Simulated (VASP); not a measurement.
# HfB2 (P6/mmm) in VASP: further runs

Runs on HfB2. Level: PBE. Tasks: single point, relaxation of cell and atoms.

All numbers are computed with VASP 6.6.1; they aren't measurements. Logs are shortened: lines on timing, memory, paths and dates and some standing lists are left out, and cuts for length are marked.

**1. The crystal as given**

It takes space group P6/mmm (No. 191, hexagonal). Conventional cell: a = 3.145 Å, b = 3.145 Å, c = 3.487 Å, α = 90.00°, β = 90.00°, γ = 120.00°. Around Hf (site symmetry 6/mmm) lie 12 B at 2.52 Å. B (site symmetry -6m2) has 3 B at 1.82 Å as nearest neighbours.

The cell comes from a database or a generator and needn't be the stable form of this composition.

**2. Single point, PBE**

The input, INCAR:

```
PREC = Accurate
ENCUT = 520
EDIFF = 1E-6
ISMEAR = 0
SIGMA = 0.1
LREAL = False
LASPH = True
NELM = 100
ALGO = Normal
ISIF = 2
LWAVE = False
LCHARG = True
GGA = PE
LELF = True
LVHAR = True
NBANDS = 15
```

The input, KPOINTS:

```
Automatic mesh
0
Gamma
  15 15 12
```

The input, POSCAR:

```
HfB2
1.0
    3.1451359168      0.0000000000      0.0000000000
   -1.5725679584      2.7237676023      0.0000000000
    0.0000000000      0.0000000000      3.4873267043
Hf B
1 2
Direct
    0.0000000000      0.0000000000      0.0000000000
    0.3333333333      0.6666666667      0.5000000000
    0.6666666667      0.3333333333      0.5000000000
```

Potentials or basis: VASP PAW PBE potentials, release 64 (Hf_pv, B).

Launch:

```console
$ cat potpaw_PBE.64/Hf_pv/POTCAR potpaw_PBE.64/B/POTCAR > POTCAR
$ mpirun -np 1 vasp_std > vasp.out
```

OUTCAR:

```text
PREC = Accurate
   ENCUT = 520
   EDIFF = 1E-6
   ISMEAR = 0
   LREAL = False
   LASPH = True
   NELM = 100
   ISIF = 2
   GGA = PE

 ion  position               nearest neighbor table
   1  0.000  0.000  0.000-   2 2.52   3 2.52   2 2.52   3 2.52   2 2.52   2 2.52   3 2.52   3 2.52
                             3 2.52   3 2.52   2 2.52   2 2.52
   2  0.333  0.667  0.500-   3 1.82   3 1.82   3 1.82   1 2.52   1 2.52   1 2.52   1 2.52   1 2.52
                             1 2.52
   3  0.667  0.333  0.500-   2 1.82   2 1.82   2 1.82   1 2.52   1 2.52   1 2.52   1 2.52   1 2.52
                             1 2.52

  LATTYP: Found a hexagonal cell.
 ALAT       =     3.1451359168
 C/A-ratio  =     1.1087999999

  Lattice vectors:

 A1 = (   3.1451359168,   0.0000000000,   0.0000000000)
 A2 = (  -1.5725679584,   2.7237676023,   0.0000000000)
 A3 = (   0.0000000000,   0.0000000000,   3.4873267043)

Analysis of symmetry for initial positions (statically):
=====================================================================
 Subroutine PRICEL returns:
 Original cell was already a primitive cell.

 Routine SETGRP: Setting up the symmetry group for a
 hexagonal supercell.

 Subroutine GETGRP returns: Found 24 space group operations
 (whereof 24 operations were pure point group operations)
 out of a pool of 24 trial point group operations.

The static configuration has the point symmetry D_6h.

Analysis of symmetry for dynamics (positions and initial velocities):
=====================================================================
 Subroutine PRICEL returns:
 Original cell was already a primitive cell.

 Routine SETGRP: Setting up the symmetry group for a
 hexagonal supercell.

 Subroutine GETGRP returns: Found 24 space group operations
 (whereof 24 operations were pure point group operations)
 out of a pool of 24 trial point group operations.

The dynamic configuration has the point symmetry D_6h.

 Subroutine INISYM returns: Found 24 space group operations
 (whereof 24 operations are pure point group operations),
 and found     1 'primitive' translations

----------------------------------------------------------------------------------------

                                     Primitive cell

  volume of cell :      29.8746

  direct lattice vectors                    reciprocal lattice vectors
     3.145135917  0.000000000  0.000000000     0.317951283  0.183569259  0.000000000
    -1.572567958  2.723767602  0.000000000     0.000000000  0.367138518  0.000000000
     0.000000000  0.000000000  3.487326704     0.000000000  0.000000000  0.286752600

  length of vectors
     3.145135917  3.145135917  3.487326704     0.367138518  0.367138518  0.286752600

  position of ions in fractional coordinates (direct lattice)
     0.000000000  0.000000000  0.000000000
     0.333333333  0.666666667  0.500000000
     0.666666667  0.333333333  0.500000000

  ion indices of the primitive-cell ions
   primitive index   ion index
                 1           1
                 2           2
                 3           3

----------------------------------------------------------------------------------------

 KPOINTS: Automatic mesh

Automatic generation of k-mesh.
 Grid dimensions read from file:
 generate k-points for:   15   15   12

 Generating k-lattice:

  Cartesian coordinates                     Fractional coordinates (reciprocal lattice)
     0.021196752  0.012237951  0.000000000     0.066666667  0.000000000  0.000000000
     0.000000000  0.024475901  0.000000000     0.000000000  0.066666667  0.000000000
     0.000000000  0.000000000  0.023896050     0.000000000  0.000000000  0.083333333

  Length of vectors
     0.024475901  0.024475901  0.023896050

  Shift w.r.t. Gamma in fractional coordinates (k-lattice)
     0.000000000  0.000000000  0.000000000

 Subroutine IBZKPT returns following result:
 ===========================================

 Found    189 irreducible k-points:

 Following reciprocal coordinates:
            Coordinates               Weight
  0.000000  0.000000  0.000000      1.000000
  0.066667  0.000000  0.000000      6.000000
  0.133333  0.000000  0.000000      6.000000
  0.200000  0.000000  0.000000      6.000000
  0.266667  0.000000  0.000000      6.000000
  0.333333  0.000000  0.000000      6.000000
[... 16 lines left out ...]
  0.333333  0.200000  0.000000     12.000000
  0.400000  0.200000  0.000000      6.000000
 [... further k-points ...]
   k-points           NKPTS =    189   k-points in BZ     NKDIM =    189   number of bands    NBANDS=     15
   number of dos      NEDOS =    301   number of ions     NIONS =      3
   total plane-waves  NPLWV =  16128
   dimension x,y,z NGX =    24 NGY =   24 NGZ =   28
   dimension x,y,z NGXF=    48 NGYF=   48 NGZF=   56
   ions per type =               1   2
   NGX,Y,Z   is equivalent  to a cutoff of  12.69, 12.69, 13.35 a.u.
   NGXF,Y,Z  is equivalent  to a cutoff of  25.37, 25.37, 26.70 a.u.
 SYSTEM =  unknown system
   PREC   = accura    normal or accurate (medium, high low for compatibility)
   ISTART =      0    job   : 0-new  1-cont  2-samecut
   ICHARG =      2    charge: 1-file 2-atom 10-const
   ISPIN  =      1    spin polarized calculation?
   LNONCOLLINEAR =      F non collinear calculations
   LSORBIT =      F    spin-orbit coupling
   LASPH  =      T    aspherical Exc in radial PAW
   ENCUT  =  520.0 eV  38.22 Ry    6.18 a.u.   5.85  5.85  6.48*2*pi/ulx,y,z
   NELM   =    100;   NELMIN=  2; NELMDL= -5     # of ELM steps
   EDIFF  = 0.1E-05   stopping-criterion for ELM
   LREAL  =      F    real-space projection
   EDIFFG = 0.1E-04   stopping-criterion for IOM
   NSW    =      0    number of steps for IOM
   IBRION =     -1    ionic relax: 0-MD 1-quasi-New 2-CG
   NFREE  =      0    steps in history (QN), initial steepest desc. (CG)
   ISIF   =      2    stress and relaxation
   ISYM   =      2    0-nonsym 1-usesym 2-fastsym
   POTIM  = 0.5000    time-step for ionic-motion
   TEBEG  =    0.0;   TEEND  =   0.0 temperature during run
   PSTRESS=    0.0 pullay stress
   NELECT =      16.0000    total number of electrons
   NUPDOWN=      -1.0000    fix difference up-down
   EMIN   =  10.00;   EMAX   =-10.00  energy-range for DOS
   EFERMI =   0.00;   METHOD = LEGACY
   ISMEAR =     0;   SIGMA  =   0.10  broadening in eV -4-tet -1-fermi 0-gaus
   EFERMI_NEDOS =   21; number of points for ismear=-14 and -15
   IALGO  =     38    algorithm
   IMIX   =      4    mixing-type and parameters
     AMIX     =   0.40;   BMIX     =  1.00
     AMIX_MAG =   1.60;   BMIX_MAG =  1.00
  volume/ion in A,a.u.               =       9.96        67.20
  Fermi-wavevector in a.u.,A,eV,Ry     =   1.329477  2.512347 24.048417  1.767509
  Thomas-Fermi vector in A             =   2.458636
   LORBIT       =      0    0 simple, 1 ext, 2 COOP (PROOUT), +10 PAW based schemes
   GGA     = PE    functional components
   LHFCALC =     F    Hartree Fock is set to
   AEXX    =    0.0000 exact exchange contribution
   IVDW    =     0    specifies the selected vdW correction
   LEPSILON=     F    determine dielectric tensor
   LRPA    =     F    only Hartree local field effects (RPA)
 non-spin polarized calculation
 Gauss-broadening in eV      SIGMA  =   0.10
  energy-cutoff  :      520.00
  volume of cell :       29.87
 maximum number of plane-waves:       820
 NGX is ok and might be reduce to    24
   NGX = 11   NGY = 11   NGZ = 13

 number of electron      15.9999997 magnetization

 Free energy of the ion-electron system (eV)
  ---------------------------------------------------
  ext. energy  EPLUGINS =         0.00000000
  ---------------------------------------------------
  free energy    TOTEN  =       -26.40173305 eV

  energy without entropy =      -26.40061599  energy(sigma->0) =      -26.40117452

 E-fermi :   7.6560     XC(G=0): -12.5715

 val. band max:        7.6100117681   @ k =   0.4000   0.1333   0.0000
 cond. band min:       7.6733924445   @ k =   0.0667   0.0667   0.4167
 fundamental gap:      0.0633806764
 Fermi energy:         7.6560110372

 k-point     1 :       0.0000    0.0000    0.0000
  band No.  band energies     occupation
      1     -23.0251      2.00000
      2     -22.5324      2.00000
      3     -22.5324      2.00000
      4      -6.0957      2.00000
      5       4.6361      2.00000
      6       4.7449      2.00000
      7       4.7449      2.00000
      8       4.8410      2.00000
      9      11.6275      0.00000
     10      11.6275      0.00000
     11      12.2562      0.00000
     12      12.2562      0.00000
     13      12.5886      0.00000
     14      12.5993      0.00000
     15      12.5993      0.00000

 k-point     2 :       0.0667    0.0000    0.0000
  band No.  band energies     occupation
      1     -23.0195      2.00000
      2     -22.5669      2.00000
      3     -22.5400      2.00000
      4      -5.9998      2.00000
      5       4.4643      2.00000
      6       4.7345      2.00000
      7       4.7391      2.00000
      8       4.7576      2.00000
      9      11.4069      0.00000
     10      11.5596      0.00000
     11      11.7077      0.00000
     12      11.7533      0.00000
     13      12.9240      0.00000
     14      13.2381      0.00000
     15      13.4271      0.00000

 k-point     3 :       0.1333    0.0000    0.0000
  band No.  band energies     occupation
      1     -23.0038      2.00000
      2     -22.6632      2.00000
      3     -22.5615      2.00000
      4      -5.7189      2.00000
      5       3.7513      2.00000
      6       4.5412      2.00000
      7       4.7100      2.00000
      8       4.9920      2.00000
      9      10.4437      0.00000
     10      11.3426      0.00000
     11      11.3757      0.00000
     12      11.9654      0.00000
     13      13.4292      0.00000
     14      14.0938      0.00000
     15      14.6284      0.00000

 k-point     4 :       0.2000    0.0000    0.0000
  band No.  band energies     occupation
      1     -22.9804      2.00000
      2     -22.8020      2.00000
      3     -22.5930      2.00000
      4      -5.2712      2.00000
      5       2.8184      2.00000
      6       4.2637      2.00000
      7       4.6374      2.00000
      8       5.2797      2.00000
      9       9.7915      0.00000
     10      11.1229      0.00000
     11      11.3303      0.00000
     12      11.7878      0.00000
     13      13.5923      0.00000
     14      14.6947      0.00000
     15      15.4192      0.00000
[... 307 lines left out ...]
 k-point    22 :       0.2667    0.2000    0.0000
  band No.  band energies     occupation
      1     -23.1354      2.00000
      2     -22.9023      2.00000
      3     -22.8083      2.00000
      4      -3.0486      2.00000
      5       0.4919      2.00000
      6       2.0207      2.00000
      7       3.9478      2.00000
      8       7.3817      1.99990
      9       7.4169      1.99928
     10       9.0435      0.00000
     11      13.7290      0.00000
     12      14.5833      0.00000
     13      14.8127      0.00000
     14      16.0307      0.00000
     15      17.6619      0.00000

 k-point    23 :       0.3333    0.2000    0.0000
  band No.  band energies     occupation
      1     -23.1769      2.00000
      2     -22.8893      2.00000
      3     -22.8555      2.00000
      4      -2.2128      2.00000
      5      -0.3618      2.00000
      6       1.6674      2.00000
      7       4.0243      2.00000
      8       6.7894      2.00000
      9       7.4314      1.99851
     10       9.8921      0.00000
     11      12.9309      0.00000
     12      14.5017      0.00000
     13      15.9116      0.00000
     14      17.3257      0.00000
     15      17.6436      0.00000

 k-point    24 :       0.4000    0.2000    0.0000
  band No.  band energies     occupation
      1     -23.1908      2.00000
      2     -22.8846      2.00000
      3     -22.8729      2.00000
      4      -1.4415      2.00000
      5      -1.1517      2.00000
      6       1.5602      2.00000
      7       4.0690      2.00000
      8       6.5696      2.00000
      9       7.3907      1.99982
     10      10.5856      0.00000
     11      12.2334      0.00000
     12      14.4705      0.00000
     13      16.4276      0.00000
     14      17.6104      0.00000
     15      17.9836      0.00000

 [... further k-points ...]

------------------------ aborting loop because EDIFF is reached ----------------------------------------

  FORCE on cell =-STRESS in cart. coord.  units (eV):
  Direction    XX          YY          ZZ          XY          YZ          ZX
  --------------------------------------------------------------------------------------
  -------------------------------------------------------------------------------------
  Total       -0.0895210     -0.0895210     -0.0351634      0.0000000     -0.0000000      0.0000000
  in kB       -4.8010200     -4.8010200     -1.8858176      0.0000000     -0.0000000      0.0000000
  external PRESSURE =      -3.8292859 kB  Pullay stress =       0.0000000 kB

 VOLUME and BASIS-vectors are now :
 -----------------------------------------------------------------------------
  energy-cutoff  :      520.00
  volume of cell :       29.87
      direct lattice vectors                 reciprocal lattice vectors
     3.145135917  0.000000000  0.000000000     0.317951283  0.183569259  0.000000000
    -1.572567958  2.723767602  0.000000000     0.000000000  0.367138518  0.000000000
     0.000000000  0.000000000  3.487326704     0.000000000  0.000000000  0.286752600

 POSITION                                       TOTAL-FORCE (eV/Angst)
 -----------------------------------------------------------------------------------
      0.00000      0.00000      0.00000         0.000000      0.000000      0.000000
     -0.00000      1.81585      1.74366         0.000000     -0.000000      0.000000
      1.57257      0.90792      1.74366        -0.000000      0.000000      0.000000
 -----------------------------------------------------------------------------------
    total drift:                               -0.000000      0.000000      0.000000

  FREE ENERGIE OF THE ION-ELECTRON SYSTEM (eV)
  ---------------------------------------------------
  free  energy   TOTEN  =       -26.4017330541 eV

  energy  without entropy=      -26.4006159891  energy(sigma->0) =      -26.40117452
```

Run time: 23 s. Hardware: 1 thread of Intel Xeon 6975P-C (Granite Rapids), shared host; peak memory 0.21 GiB.

Results:

| Property | Result |
| --- | --- |
| Free energy | -26.4017 eV |
| Pressure | -0.4 GPa |
| Band gap on the k mesh | none (metal or under the smearing width) |

**3. Relaxation of cell and atoms, PBE**

This run uses another cell than the first one, of 9.86 Å³/atom, 0.990 times its volume.

The input, INCAR:

```
PREC = Accurate ; ENCUT = 600
EDIFF = 1E-7 ; ISMEAR = 0
SIGMA = 0.1 ; LREAL = F
LASPH = T ; NELM = 100
ALGO = Normal ; ISIF = 3
LWAVE = F ; LCHARG = F
GGA = PE ; IBRION = 2
NSW = 100 ; EDIFFG = -0.002
```

The input, KPOINTS:

```
regular mesh
0
Gamma
  15 15 12
```

The input, POSCAR:

```
HfB2
1.0
    3.1326790800      0.0000000000      0.0000000000
   -1.5663395400      2.7129796700      0.0000000000
    0.0000000000      0.0000000000      3.4792139900
Hf B
1 2
Direct
    0.0000000000      0.0000000000      0.0000000000
    0.3333333300      0.6666666700      0.5000000000
    0.6666666700      0.3333333300      0.5000000000
```

Potentials or basis: VASP PAW PBE potentials, release 64 (Hf_pv, B).

Launch:

```console
$ cat potpaw_PBE.64/Hf_pv/POTCAR potpaw_PBE.64/B/POTCAR > POTCAR
$ mpirun -np 1 vasp_std > vasp.out
```

Run time: 99 s. Hardware: 1 thread of Intel Xeon 6975P-C (Granite Rapids), shared host; peak memory 0.24 GiB.

Results (log left out):

```yaml
Free_energy: -26.4037 eV
Relaxed_volume: 9.94 Å³/atom
Relaxed_cell: a = 3.143 Å, b = 3.143 Å, c = 3.487 Å, α = 90.00°, β = 90.00°, γ = 120.00°
Space_group_after_relaxing_to_0.05_Å: P6/mmm (No. 191)
Energy_gained_by_relaxing: 0.6 meV/atom
Ionic_steps: 6
Pressure_after_relaxing: 0.0 GPa
Band_gap_on_the_k_mesh: none (metal or under the smearing width)
```

The path:
```
step  energy change (eV)  largest force (eV/Å)  pressure (GPa)  volume (Å³)
   1              0.0000                0.0000            2.27        29.57
   2              0.0013                0.0000           -2.85        30.17
   3             -0.0018                0.0000            0.00        29.83
   4             -0.0018                0.0000           -0.04        29.83
   5             -0.0018                0.0000            0.04        29.82
   6             -0.0018                0.0000            0.01        29.83
```

Final structure:
```
Hf B
1.0
     3.14269    0.00000    0.00000
    -1.57135    2.72165    0.00000
     0.00000    0.00000    3.48733
Hf B
1 2
Direct
  0.00000 0.00000 0.00000
  0.33333 0.66667 0.50000
  0.66667 0.33333 0.50000
```

Levels at points of the mesh, in eV from the Fermi level:
| k point | band 5 | band 6 | band 7 | band 8 | band 9 | band 10 | band 11 | band 12 |
| --- | --- | --- | --- | --- | --- | --- | --- | --- |
| (0.00, 0.00, 0.00) | -3.03 | -2.91 | -2.91 | -2.82 | 3.98 | 3.98 | 4.60 | 4.60 |
| (0.00, 0.00, 0.50) | -8.38 | -1.22 | -1.22 | 0.30 | 0.30 | 0.97 | 0.97 | 2.17 |

**4. Single point, PBE**

This run uses another cell than the first one, of 9.86 Å³/atom, 0.990 times its volume.

The input, INCAR:

```
ALGO = Normal
EDIFF = 1E-7
ENCUT = 520
GGA = PE
ISIF = 2
ISMEAR = 0
LASPH = True
LCHARG = True
LELF = True
LREAL = False
LVHAR = True
LWAVE = False
NBANDS = 15
NELM = 100
PREC = Accurate
SIGMA = 0.1
```

The input, KPOINTS:

```
k-points
0
Gamma
  6 6 6
```

POSCAR is that of step 3.

Launch:

```console
$ cat potpaw_PBE.64/Hf_pv/POTCAR potpaw_PBE.64/B/POTCAR > POTCAR
$ mpirun -np 1 vasp_std > vasp.out
```

It took 6 s on 1 thread of Intel Xeon 6975P-C (Granite Rapids), shared host; peak memory 0.14 GiB.

The run converged. Its results:

```
Free energy            : -26.3431 eV
Pressure               : 2.5 GPa
Band gap on the k mesh : none (metal or under the smearing width)
```

Stress tensor (GPa, compression positive):
```
3.54 0.00 0.00
0.00 3.54 0.00
0.00 0.00 0.52
```

Levels at points of the mesh, in eV from the Fermi level:
```tsv
k point	band 5	band 6	band 7	band 8	band 9	band 10	band 11	band 12
(0.00, 0.00, 0.00)	-2.62	-2.49	-2.49	-2.40	4.45	4.45	5.08	5.08
(0.50, 0.00, 0.00)	-8.66	-3.76	-3.04	-2.47	2.51	3.14	6.01	6.20
(0.00, 0.00, 0.50)	-7.98	-0.80	-0.80	0.74	0.74	1.43	1.43	2.61
(0.50, 0.00, 0.50)	-7.13	-4.58	-4.31	-2.26	4.43	4.55	6.73	7.61
```

Caveat: the k mesh is coarse (spacing up to 0.39 Å⁻¹), so the values aren't converged.

**5. The runs side by side**

```csv
task,cell,k mesh,cutoff (eV),mesh quality,gap on the mesh (eV),pressure (GPa)
single point,"P6/mmm, 9.96 Å³/atom",15 × 15 × 12,520,not flagged,none,-0.4
relaxation of cell and atoms,relaxed,15 × 15 × 12,600,not flagged,none,0.0
single point,"P6/mmm, 9.86 Å³/atom",6 × 6 × 6,520,coarse,none,2.5
```

Alike in all rows: level PBE; potentials or basis VASP PAW PBE potentials, release 64 (Hf_pv, B); no spin polarisation; smearing gaussian 0.1 eV.

Caveats: some runs use coarse meshes.

Total energies depend on the potentials used, so only differences within one code and one set of settings carry meaning.
